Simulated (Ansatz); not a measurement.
Calculated with Ansatz (gas phase, PBE0-D4/def2-TZVP geometries, no zero-point term in ΔE). CBS: MP2 limit from def2 TZ/QZ plus the TZ coupled-cluster correction, frozen cores. Each species was taken in one conformer, which may not be the lowest.

Reaction (cleavage of the Si–Si bond): `CO[SiH2][SiH](O)F` + acetic acid → `CO[SiH2]OC(C)=O` + `O[SiH2]F`

| species | CCSD(T)/CBS(def2) energy (Eh) |
| --- | --- |
| `CO[SiH2][SiH](O)F` | -870.70287 |
| `CC(=O)O` | -228.87529 |
| `CO[SiH2]OC(C)=O` | -633.66171 |
| `O[SiH2]F` | -465.96250 |

Q: Work out ΔE.

A: ΔE = (-633.66171) + (-465.96250) − (-870.70287) − (-228.87529) = -0.04605 Eh = -1.25 eV.

Largest T1 diagnostic among the species: 0.015.

In def2-TZVPP, CCSD(T) changes the Hartree–Fock value by +0.13 eV (the triples alone add +0.01 eV) and MP2 by +0.06 eV. From PBE to PBE0 (25 % exact exchange), in def2-TZVPP and without D4, ΔE moves by −0.09 eV.
